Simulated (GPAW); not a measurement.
Hf:

```
Hf
1.0
     3.19670    0.00000    0.00000
    -1.59835    2.76842    0.00000
     0.00000    0.00000    5.05780
Hf
2
Direct
  0.66667 0.33333 0.75000
  0.33333 0.66667 0.25000
```

- Program: GPAW 26.7.0
- Task: relaxation of cell and atoms
- Functional: PBEsol
- Dispersion: D4
- Potentials or basis: PAW data sets generated in the run's folder for this functional
- Cutoff: 600 eV
- Basis: pw
- k mesh: 8 × 8 × 5
- Occupations: fermi-dirac, width 0.05 eV
- Spin: no spin polarisation

At the start: pressure -4.1 GPa; volume 22.38 Å³/atom.

Q: Where does the relaxation end?

A: Over 3 steps the energy falls by 10.4 meV/atom and the volume is 21.55 Å³/atom (-3.7 %); space group P6_3/mmc (No. 194, to 0.05 Å).

The path:
| step | energy change (eV) | largest force (eV/Å) | pressure (GPa) | volume (Å³) |
| --- | --- | --- | --- | --- |
| 1 | 0.0000 | 0.0000 | -4.12 | 44.76 |
| 2 | -0.0116 | 0.0000 | -2.81 | 44.21 |
| 3 | -0.0209 | 0.0000 | 0.09 | 43.09 |

Final structure:
```cif
data_structure
_symmetry_space_group_name_H-M 'P 1'
_symmetry_Int_Tables_number 1
_cell_length_a 3.1575
_cell_length_b 3.1575
_cell_length_c 4.9911
_cell_angle_alpha 90.000
_cell_angle_beta 90.000
_cell_angle_gamma 120.000
_cell_volume 43.09
loop_
_atom_site_label
_atom_site_type_symbol
_atom_site_fract_x
_atom_site_fract_y
_atom_site_fract_z
_atom_site_occupancy
Hf1 Hf 0.66667 0.33333 0.75000 1
Hf2 Hf 0.33333 0.66667 0.25000 1
```

Caveat: later steps reuse the first step's grids; pairwise dispersion overbinds metals, which lowers pressure and volume.
